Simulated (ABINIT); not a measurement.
A run of ABINIT 10.8.3 (patched build) is set up as follows.

File run.abi:

```
# Datasets: one volume each
ndtset 7
getwfk -1
scalecart1 3*0.9795861087
scalecart2 3*0.9864848297
scalecart3 3*0.9932883884
scalecart4 3*1.0000000000
scalecart5 3*1.0066227096
scalecart6 3*1.0131594038
scalecart7 3*1.0196128224

# Pseudopotentials
pp_dirpath "./"
pseudos "Ta.GGA_PBE-JTH.xml, N.GGA_PBE-JTH.xml"

# Structure
acell 5.9097083415 5.9097083415 5.9097083415
rprim
     0.0000000000     0.7071067812     0.7071067812
     0.7071067812     0.0000000000     0.7071067812
     0.7071067812     0.7071067812     0.0000000000
ntypat 2
znucl 73 7
natom 2
typat 1 2
xred
     0.5000000000     0.5000000000     0.5000000000
     0.0000000000     0.0000000000     0.0000000000

# Plane-wave basis
ecut 25.0
pawecutdg 47.0

# k points
kptopt 1
ngkpt 10 10 10
nshiftk 1
shiftk 0.0 0.0 0.0

# Exchange and correlation
ixc 11
vdw_xc 6

# Bands and occupations
nband 13
occopt 3
tsmear 0.05 eV

# SCF cycle
nstep 100
tolvrs 1.0e-9

# Output
iomode 3
prtwf 1
prtden 0
prteig 0
prtebands 0
enunit 1
```

Potentials or basis: JTH PAW PBE v2.0.

Launch:

```console
$ abinit run.abi > log 2>&1
```

Question: What does it give for the equilibrium volume?

Answer: 10.54 Å³/atom.

Question: Estimate the pressure derivative of the bulk modulus.

Answer: 4.5.

Question: What does it give for the bulk modulus?

Answer: 350 GPa.

Energy against volume, from the lowest point:
```
volume (Å³/atom)  energy (meV/atom)
          10.164              15.33
          10.381               2.43
          10.597               0.00
          10.813               7.08
          11.030              22.55
          11.246              45.51
          11.462              75.23
```

Caveat: the cutoff is too short for stress, so the log's stress isn't used; pressures at fixed basis lie under the slope of the energies; the highest band is partly filled, so the run has too few bands. Spin-orbit coupling is left out, which matters for the levels of Ta.
